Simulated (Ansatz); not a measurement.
# A Se vacancy in rocksalt PbSe, 63 atoms, charge +1

All numbers come from Ansatz (PAW, plane waves, no spin–orbit coupling) at the single k point (¼, ¼, ¼) without its symmetry partners. The atoms were relaxed with PBEsol in a fixed cell; other functionals are single points on those atoms unless said otherwise. The valence top and gap of the host come from the perfect supercell at Γ, which can miss a band edge that doesn't fold there, PBEsol gap 0.11 eV, r²SCAN gap 0.52 eV. The charge correction uses an assumed dielectric constant of 210.

Relaxed structure:

```xyz
63
Lattice="12.2000 0.0000 0.0000 0.0000 12.2000 0.0000 0.0000 0.0000 12.2000" Properties=species:S:1:pos:R:3 pbc="T T T"
Se    3.0540   12.1983    0.0075
Se    3.0525    0.0089    6.1085
Se    3.0517    6.0989   12.1896
Se    9.1530    0.0034    0.0049
Se    9.1519    0.0030    6.1051
Se    9.1516    6.1037    0.0071
Se    9.1689    6.1034    6.1060
Se    0.0000    3.0473   12.1875
Se   12.1899    3.0407    6.0857
Se    0.0141    9.1429    0.0041
Se    0.0334    9.1237    6.1061
Se    6.0926    3.0607    0.0052
Se    6.0731    3.0869    6.1049
Se    6.1066    9.1573    0.0230
Se    6.1167    9.1679    6.1250
Se   12.1983   12.1807    3.0521
Se    0.0152    0.0023    9.1448
Se   12.1909    6.0776    3.0408
Se    0.0327    6.1016    9.1245
Se    6.0926    0.0029    3.0679
Se    6.1089    0.0233    9.1619
Se    6.0753    6.1024    3.0817
Se    6.1171    6.1275    9.1649
Se    3.0318    3.0371    3.0406
Se    3.0510    3.0788    9.1226
Se    3.0561    9.1197    3.0851
Se    3.0728    9.1622    9.1683
Se    9.1327    3.0506    3.0544
Se    9.1507    3.0647    9.1485
Se    9.1551    9.1442    3.0652
Se    9.1705    9.1597    9.1566
Pb   12.1944   12.1926   12.1913
Pb   12.1714   12.1779    6.0943
Pb   12.1747    6.0954   12.1796
Pb   12.1718    6.0609    6.0691
Pb    6.1119    0.0099    0.0143
Pb    6.1260    0.0348    6.1144
Pb    6.1319    6.1122    0.0288
Pb    6.1808    6.1527    6.1409
Pb    3.0455    3.0208   12.1730
Pb    3.0035    3.0076    6.0653
Pb    3.0598    9.1759    0.0340
Pb    3.0946    9.2196    6.1530
Pb    9.1407    3.0445   12.1997
Pb    9.1212    3.0295    6.1025
Pb    9.1670    9.1652    0.0140
Pb    9.1814    9.1824    6.1088
Pb    3.0424   12.1712    3.0292
Pb    3.0631    0.0255    9.1814
Pb    3.0115    6.0517    2.9736
Pb    3.0854    6.1371    9.1893
Pb    9.1394   12.1938    3.0447
Pb    9.1640    0.0129    9.1618
Pb    9.1281    6.0962    3.0280
Pb    9.1772    6.1076    9.1842
Pb   12.1652    3.0152    3.0220
Pb   12.1956    3.0460    9.1456
Pb    0.0003    9.1391    3.0506
Pb    0.0128    9.1581    9.1586
Pb    6.0879    3.0467    3.0495
Pb    6.1067    3.0692    9.1600
Pb    6.1113    9.1610    3.0657
Pb    6.1377    9.1872    9.1889
```

Chemical potentials μ are those of reference phases of the elements at zero temperature by the same functional (the usual solids, diamond for C, grey Sn, and the molecules H2, N2, O2, F2, Cl2, Br2 and S8).

```
functional  E(defect) − E(host) − Σ nμ + q·E_VBM (eV)  monopole (eV)  alignment (eV)  formation energy at E_F = VBM (eV)  moment (μB)             wall time, shared host
    PBEsol                                       2.22           0.01           -0.19                                2.04          1.0  13 s on NVIDIA GB300 (relaxation)
    r²SCAN                                       2.40           0.01           -0.19                                2.22          1.0               19 s on NVIDIA GB300
```

Q: How does the monopole term follow by hand for this cubic cell?

A: q²·α·e²/(4πε₀)/(2εL) with the Madelung constant α = 2.837 and e²/4πε₀ = 14.40 eV·Å: 1 × 2.837 × 14.40 / (2 × 210 × 12.200) = 0.01 eV.

r²SCAN one-electron levels near the gap (the ten most localised at most), from the host's valence top, not corrected for the charge's images:

```
level (eV)  spin  filling  atoms sharing it  element of the atom with most weight
     -0.04    up     1.00              13.2                                    Pb
      0.29  down     0.00              12.7                                    Pb
```

All elements are taken at their own reference at once; growth conditions in equilibrium with the host shift these energies, by up to the host's formation enthalpy.

One k point and a cell of this size can leave errors of several tenths of an eV in such numbers.
